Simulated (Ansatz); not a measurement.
From barrier to diffusion: H in HfS2

All numbers below come from DFT PBE+D3(BJ), scalar-relativistic, plane waves, PAW in Ansatz. Run with 420 eV cutoff, 3×3×3 k-mesh, Gaussian smearing of 0.02 eV, no spin polarisation.

Host crystal, relaxed:

```
Hf S
1.0
     3.60586    0.00000    0.00000
    -1.80293    3.12277    0.00000
     0.00000    0.00000    5.77039
Hf S
1 2
Direct
  0.00000 0.00000 0.00000
  0.66667 0.33333 0.74761
  0.33333 0.66667 0.25239
```

In a supercell of 12 host sites with charge -1, interstitial H hops to an equivalent place, moving 2.02 Å. Climbing-image nudged elastic band at fixed cell; the order of the saddle wasn't checked, and the small cell leaves errors of about a tenth of an eV. Zero-point motion and tunnelling, which matter for H, are left out.

Spin-orbit coupling is left out, which matters for the bands and energies of heavy elements.

```
image path (Å) E − E(0) (eV)
    0      0.00          0.000
    1      0.35          0.014
    2      0.69          0.058
    3      1.04          0.151
    4      1.39          0.058
    5      1.73          0.014
    6      2.08          0.000
```

Task: What are the barriers forward and back, and what attempt frequency does the shape suggest?

Result: Forward 0.15 eV, back 0.15 eV, the ends being level. For a sinusoidal profile E_b sin²(πx/l), with the H atom alone moving, ν = (1/l)√(E_b/2m) = 1.3×10¹³ s⁻¹, within an order of magnitude of the customary 10¹³ s⁻¹; a true prefactor needs the vibrations at the minimum and at the saddle.

Task: With ν = 10¹³ s⁻¹, give the forward jump rate along this one path, the wait 1/k for that jump, the diffusivity D ≈ l²k and the distance √(Dt) covered in an hour at 300, 600 and 1000 K, taking the host as solid throughout.

Result: k = ν exp(−E_b/k_BT):
```
T (K) k (1/s) wait (s) D (cm²/s)  √(Dt) in 1 h (nm)
  300  2.9×10¹⁰  3.4×10⁻¹¹   1.2×10⁻⁵            2.1×10⁶
  600  5.4×10¹¹  1.8×10⁻¹²   2.2×10⁻⁴            8.9×10⁶
 1000  1.7×10¹²  5.7×10⁻¹³   7.1×10⁻⁴            1.6×10⁷
```

D = l²k holds for six equivalent jumps in three dimensions (z l²k/6) and is a scale otherwise. Long-range transport needs a connected net of such jumps, and traps slow it. D is that of an interstitial already there. An error of 0.1 eV in the barrier changes k by a factor of 48 at 300 K and 3.2 at 1000 K.

Cost: 1 run of about 9.6 core-minutes, on Intel Xeon Platinum 8488C (Sapphire Rapids) (shared hosts).